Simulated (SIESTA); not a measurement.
# MnO2 (P-3m1) in SIESTA: notebook, part 3 of 3

SIESTA 5.4.2. The steps go on from the part before.

## Step 8: Single point, LDA, collinear spin, ferromagnetic start, 10.84 Å³/atom

The input, MnO2.fdf:

```
SystemName                      MnO2
SystemLabel                     MnO2
NumberOfSpecies                 2
NumberOfAtoms                   3
%block ChemicalSpeciesLabel
  1  25 Mn
  2   8 O
%endblock ChemicalSpeciesLabel

LatticeConstant                 1.0 Ang
%block LatticeVectors
     2.8565781804     0.0000000000     0.0000000000
    -1.4282890902     2.4738692722     0.0000000000
     0.0000000000     0.0000000000     4.6013740589
%endblock LatticeVectors
AtomicCoordinatesFormat         Fractional
%block AtomicCoordinatesAndAtomicSpecies
     0.0000000000     0.0000000000     0.5000000000  1  Mn
     0.3333333333     0.6666666667     0.7062925700  2  O
     0.6666666667     0.3333333333     0.2937074300  2  O
%endblock AtomicCoordinatesAndAtomicSpecies

%block kgrid.MonkhorstPack
    8   0   0  0.0
    0   8   0  0.0
    0   0   4  0.0
%endblock kgrid.MonkhorstPack
XC.Functional                   LDA
XC.Authors                      PW92
PAO.BasisSize                   DZP
PAO.EnergyShift                 0.003 Ry
Mesh.Cutoff                     800 Ry
Spin                            polarized
%block DM.InitSpin
    1   4.000
    2   0.000
    3   0.000
%endblock DM.InitSpin
OccupationFunction              FD
ElectronicTemperature           0.05 eV
MaxSCFIterations                200
SCF.MustConverge                false
SCF.Mixer.Method                Pulay
SCF.Mixer.Weight                0.1
SCF.Mixer.History               10
SCF.DM.Tolerance                5.0e-05
SCF.H.Tolerance                 1.0e-03 eV
WriteForces                     true
Charge.Mulliken                 end
%block PAO.Basis
  Mn 5
  n=3 0 2
    2.743 0.000
  n=4 0 2
    7.580 0.000
  n=3 1 2
    3.076 0.000
  n=4 1 1
    7.580
  n=3 2 2
    5.088 0.000
%endblock PAO.Basis
```

Launch:

```bash
$ siesta < MnO2.fdf > MnO2.out 2>&1
```

Run time: 3.3 min. Hardware: 1 thread of Intel Xeon at 2.50GHz (Skylake/Cascade Lake), shared host; peak memory 0.31 GiB.

Results (log left out):

* Free energy: -3858.5348 eV
* Pressure: -5.9 GPa
* Largest force: 0.115 eV/Å
* Band gap on the k mesh: 0.38 eV, indirect (least direct gap 0.42 eV)
* Net moment: 3.00 μB per cell
* Site moments: Mn +2.88; O +0.06 μB

Caveat: short orbitals over semicore shells can move pressures by several GPa; the basis of atomic orbitals isn't converged, which shifts pressures, moduli and gaps; a cell with one magnetic atom can't hold antiferromagnetic order, which such compounds often take.

## Step 9: Single point, LDA, collinear spin, ferromagnetic start, 11.06 Å³/atom

MnO2.fdf: that of step 8 with these lines changed.

```diff
@@ -11,5 +11,5 @@
 %block LatticeVectors
-     2.8565781804     0.0000000000     0.0000000000
-    -1.4282890902     2.4738692722     0.0000000000
-     0.0000000000     0.0000000000     4.6013740589
+     2.8754964680     0.0000000000     0.0000000000
+    -1.4377482340     2.4902529899     0.0000000000
+     0.0000000000     0.0000000000     4.6318476229
 %endblock LatticeVectors
```

Potentials or basis: PseudoDojo 0.4 standard (LDA files), DZP (energy shift 0.003 Ry; two zetas on semicore shells).

Launch:

```bash
$ siesta < MnO2.fdf > MnO2.out 2>&1
```

Wall time 3 min (1 thread of Intel Xeon at 2.50GHz (Skylake/Cascade Lake), shared host); peak memory 0.31 GiB.

Results (log left out):

| Item | Value |
| --- | --- |
| Free energy | -3858.5031 eV |
| Pressure | -9.6 GPa |
| Largest force | 0.406 eV/Å |
| Band gap on the k mesh | 0.45 eV, indirect (least direct gap 0.50 eV) |
| Net moment | 3.00 μB per cell |
| Site moments | Mn +2.90; O +0.05 μB |

Caveat: short orbitals over semicore shells can move pressures by several GPa; the basis of atomic orbitals isn't converged, which shifts pressures, moduli and gaps; a cell with one magnetic atom can't hold antiferromagnetic order, which such compounds often take.

## Step 10: Single point, LDA, collinear spin, ferromagnetic start, 11.27 Å³/atom

MnO2.fdf: that of step 9 with these lines changed.

```diff
@@ -11,5 +11,5 @@
 %block LatticeVectors
-     2.8754964680     0.0000000000     0.0000000000
-    -1.4377482340     2.4902529899     0.0000000000
-     0.0000000000     0.0000000000     4.6318476229
+     2.8941690462     0.0000000000     0.0000000000
+    -1.4470845231     2.5064239170     0.0000000000
+     0.0000000000     0.0000000000     4.6619253983
 %endblock LatticeVectors
```

Launch:

```bash
$ siesta < MnO2.fdf > MnO2.out 2>&1
```

It took 2.9 min on 1 thread of Intel Xeon at 2.50GHz (Skylake/Cascade Lake), shared host; peak memory 0.31 GiB.

Results (log left out):

```yaml
Free_energy: -3858.4572 eV
Pressure: -12.9 GPa
Largest_force: 0.675 eV/Å
Band_gap_on_the_k_mesh: 0.52 eV, indirect (least direct gap 0.57 eV)
Net_moment: 3.00 μB per cell
Site_moments: Mn +2.92; O +0.04 μB
```

Caveat: short orbitals over semicore shells can move pressures by several GPa; the basis of atomic orbitals isn't converged, which shifts pressures, moduli and gaps; a cell with one magnetic atom can't hold antiferromagnetic order, which such compounds often take.

## Step 11: Single point, LDA, collinear spin, ferromagnetic start, 11.49 Å³/atom

MnO2.fdf: that of step 10 with these lines changed.

```diff
@@ -11,5 +11,5 @@
 %block LatticeVectors
-     2.8941690462     0.0000000000     0.0000000000
-    -1.4470845231     2.5064239170     0.0000000000
-     0.0000000000     0.0000000000     4.6619253983
+     2.9126037410     0.0000000000     0.0000000000
+    -1.4563018705     2.5223888309     0.0000000000
+     0.0000000000     0.0000000000     4.6916199912
 %endblock LatticeVectors
```

Launch:

```bash
$ siesta < MnO2.fdf > MnO2.out 2>&1
```

It took 2.6 min on 1 thread of Intel Xeon at 2.50GHz (Skylake/Cascade Lake), shared host; peak memory 0.31 GiB.

It converged, with:

* Free energy: -3858.3987 eV
* Pressure: -15.8 GPa
* Largest force: 0.920 eV/Å
* Band gap on the k mesh: 0.58 eV, indirect (least direct gap 0.64 eV)
* Net moment: 3.00 μB per cell
* Site moments: Mn +2.95; O +0.03 μB

Caveat: short orbitals over semicore shells can move pressures by several GPa; the basis of atomic orbitals isn't converged, which shifts pressures, moduli and gaps; a cell with one magnetic atom can't hold antiferromagnetic order, which such compounds often take.

## Step 12: Equation of state, LDA, collinear spin, ferromagnetic start

Potentials or basis: PseudoDojo 0.4 standard (LDA files), DZP (energy shift 0.003 Ry; two zetas on semicore shells).

No new run: the results of the series are fitted here.

Results:

- Equilibrium volume: 10.54 Å³/atom
- Bulk modulus at fixed shape and positions: 223 GPa
- Pressure derivative of the bulk modulus: 4.5

Energy against volume, from the lowest point:
```
volume (Å³/atom)  energy (meV/atom)
          10.189               8.03
          10.405               0.72
          10.622               0.00
          10.839               5.23
          11.056              15.80
          11.273              31.11
          11.489              50.60
```

Caveat: short orbitals over semicore shells can move pressures by several GPa; the cell was scaled at fixed shape and fractional positions, which overstates the stiffness of a crystal with free parameters, most of all of layers and chains; the basis of atomic orbitals isn't converged, which shifts pressures, moduli and gaps.

## Step 13: Overview

| task | level | potentials or basis | k mesh | gap on the mesh (eV) | pressure (GPa) | moment (μB) | largest force (eV/Å) |
| --- | --- | --- | --- | --- | --- | --- | --- |
| band structure | PBE | PseudoDojo 0.4 standard (PBE files), DZP (energy shift 0.003 Ry; two zetas on semicore shells) | 11 × 11 × 6 | 0.85 | 7.5 | 3.00 | 0.63 |
| band structure | LDA | PseudoDojo 0.4 standard (LDA files), DZP (energy shift 0.003 Ry; two zetas on semicore shells) | 11 × 11 × 6 | 0.38 | -5.9 | 3.00 | 0.11 |
| band structure | PBEsol | PseudoDojo 0.4 standard (PBEsol files), DZP (energy shift 0.003 Ry; two zetas on semicore shells) | 11 × 11 × 6 | 0.69 | 0.5 | 3.00 | 0.25 |
| equation of state | LDA | PseudoDojo 0.4 standard (LDA files), DZP (energy shift 0.003 Ry; two zetas on semicore shells) | 8 × 8 × 4 | - | - | - | - |

Alike in all rows: spin collinear, ferromagnetic start; cell as given; smearing fermi-dirac 0.05 eV; grid cutoff 800 Ry; energy shift 0.003 Ry.

Caveats: short orbitals over semicore shells can move pressures by several GPa; the basis of atomic orbitals isn't converged, which shifts pressures, moduli and gaps; a cell with one magnetic atom can't hold antiferromagnetic order, which such compounds often take (some runs); the cell was scaled at fixed shape and fractional positions, which overstates the stiffness of a crystal with free parameters, most of all of layers and chains (some runs).

Absolute energies hang on the potentials; compare differences alone.
